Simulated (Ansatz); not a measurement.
# Gap against volume in random fluorite-type alloy of CaF2 and CdF2 (96 atoms)

The cell holds 96 atoms: 28 Cd, 64 F and 4 Ca. Cell: a = 10.793 Å, b = 10.793 Å, c = 10.792 Å, α = 90.0°, β = 90.0°, γ = 90.0°. It derives from CaF2 (fluorite-type) and CdF2, repeated 2×2×2. The starting structure: Fluorite-type CaF2, 2 x 2 x 2 conventional cells, 28 of 32 Ca sites given to Cd at random (x = 0.875), lattice by Vegard's rule (a = 5.399 Å); every coordinate displaced by a Gaussian of 0.09 Å.

Calculated with Ansatz 0.2.0: Kohn-Sham DFT, r2SCAN, PAW (set soft_2), plane waves; cutoff 500 eV, Γ point, fermi-dirac smearing of 0.025 eV. The relaxed cell was scaled evenly and the atoms were relaxed at each volume. The gap is that between the highest filled and the lowest empty Kohn-Sham level on the run's k-points.

```
volume (Å³/atom)  gap (eV)
          11.785               4.460
          12.309               4.296
          12.702                   ?
          13.095               4.057
          13.487               3.943
          13.880               3.832
```

Task: Fit a straight line in ln V to the rows given and interpolate to the withheld row.

Worked fit:

A volume deformation potential makes the spacing linear in u = ln(V/V0), with V0 = 13.095 Å³ the relaxed volume; v is the spacing.

```
u = ln(V/V0)  v (eV)
   -0.105361  4.4602
  -0.0618755  4.2964
           0  4.0572
   0.0295589   3.943
   0.0582687   3.832
```

With n = 5: mean u = -0.0158818, mean v = 4.11776, Σ(u − ū)² = 0.017937, Σ(u − ū)(v − v̄) = -0.068950. Slope b = -0.068950 / 0.017937 = -3.8439; intercept a = v̄ − b ū = 4.0567.

At the withheld volume u = -0.03046, and v = a + b u.

Prediction at 12.702: 4.174 eV. The run gave 4.175 eV, so the fit is low by 0.0013 eV (0.031 % of the value).

The slope, -3.84 eV, says that the spacing narrows on expansion. Among the rows given, the largest miss of the fit is at 12.309, by 0.0018 eV (0.29 % of the range of the table).

Limits: The table spans 16 % in volume, wide for a linear law. Semilocal functionals tend to put gaps under measured ones. Only the Γ point is sampled. The mesh needn't hold the band edges.

[Logs are printed without paths, hosts, clocks, repeated set-up lines and the standing remarks that a program may print on its own settings, such as how far it seeks lower states.]

[Hosts, paths, dates, database ids (printed as entryN), source tags and the programs' standing remarks are cut or masked in the printed files.]
